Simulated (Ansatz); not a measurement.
The system is Au.

```
CELL_PARAMETERS angstrom
0.00000 2.03500 2.03500
2.03500 0.00000 2.03500
2.03500 2.03500 0.00000
ATOMIC_POSITIONS crystal
Au 0.00000 0.00000 0.00000
```

Program: Ansatz 0.2.0. Alike in all runs: task band structure; cell as given; cutoff (eV) 249; smearing fermi-dirac 0.05 eV; basis error allowed 0.001 eV/atom.

Order these runs on this cell by their pressure, lowest first.
A. level revPBE; potentials or basis all-electron LAPW, scalar-relativistic; spin off; k mesh 11 × 11 × 11
B. level LDA; potentials or basis all-electron LAPW, relativistic spinors; spin SOC, no magnetisation; k mesh 8 × 8 × 8
C. level BLYP; potentials or basis all-electron LAPW, scalar-relativistic; spin off; k mesh 11 × 11 × 11

B (-3.4 GPa), A (13.7 GPa), C (22.5 GPa).

Caveats: the k mesh is thin for a metal, which can move the energy by tens of meV per atom (some runs); so large a pressure means that the cell lies far from this level's equilibrium, or that cutoff or potentials fall short (some runs).

Runs at the PBE level aren't shown here.
